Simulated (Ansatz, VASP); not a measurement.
# Two plane-wave programs on KMgF3

The input INCAR:

```
SYSTEM = KMgF3
ALGO = Fast
EDIFF = 1E-6
ENCUT = 520
ISIF = 2
ISMEAR = 0
LASPH = .TRUE.
LCHARG = .TRUE.
LELF = .TRUE.
LREAL = .FALSE.
LVHAR = .TRUE.
LWAVE = .FALSE.
NBANDS = 24
NELM = 100
PREC = Accurate
SIGMA = 0.05
```

Contents of KPOINTS:

```
k-points
0
G
  6 6 6
  0 0 0
```

The input POSCAR:

```
KMgF3
1.0
    3.9859000000      0.0000000000      0.0000000000
    0.0000000000      3.9859000000      0.0000000000
    0.0000000000      0.0000000000      3.9859000000
K Mg F
1 1 3
Direct
    0.5000000000      0.5000000000      0.5000000000
    0.0000000000      0.0000000000      0.0000000000
    0.5000000000     -0.0554381367     -0.0554381367
    0.0000000000      0.4445618633     -0.0554381367
    0.0000000000     -0.0554381367      0.4445618633
```

Input for Ansatz:

```yaml
crystal:
  lattice:
    - [3.9859, 0.0, 0.0]
    - [0.0, 3.9859, 0.0]
    - [0.0, 0.0, 3.9859]
  atoms:
    - { symbol: K, position: [0.5, 0.5, 0.5] }
    - { symbol: Mg, position: [0.0, 0.0, 0.0] }
    - { symbol: F, position: [0.5, -0.0554381367, -0.0554381367] }
    - { symbol: F, position: [0.0, 0.4445618633, -0.0554381367] }
    - { symbol: F, position: [0.0, -0.0554381367, 0.4445618633] }
basis:
  ecutwfc: 420
kpoints:
  mp_grid: { grid: [6, 6, 6] }
hamiltonian:
  xc: lda
scf:
  occupations: { method: gaussian, width: 0.05 }
output:
  forces: true
  stress: true
  eigenvalues: true
```

Change from the starting cell: all F atoms moved +0.312 Å, as atom 3 towards its neighbour atom 1 (K) at 2.818 Å.

Alike in both runs: task single point; functional LDA; k mesh 6 × 6 × 6; occupations gaussian, width 0.05 eV; no spin polarisation.

```csv
,VASP,Ansatz
version,VASP 6.6.1,Ansatz 0.2.0
potentials or method,"VASP PAW LDA potentials, release 64 (K_sv, Mg, F)","scalar-relativistic, plane waves, PAW"
plane-wave cutoff (eV),520,420
valence electrons in the cell,32,40
```

```csv
,VASP,Ansatz,Ansatz less VASP
gap on the k mesh at the Fermi level (eV),6.91,6.93,+0.025
least direct gap on the mesh (eV),7.23,7.26,+0.024
pressure (GPa),-0.5,0.1,+0.55
largest component of the traceless stress (GPa),4.81,4.63,-0.184
rms of the force components (eV/Å),0.983,0.949,-0.0340
```

Atom by atom the forces differ by 0.035 eV/Å (rms over components). The two sets of potentials don't hold the same shells in valence.

Caveats: forces of over 1 eV/Å show positions far from the minimum, so gaps and moduli don't describe the material at rest. A k mesh can miss the band edges.
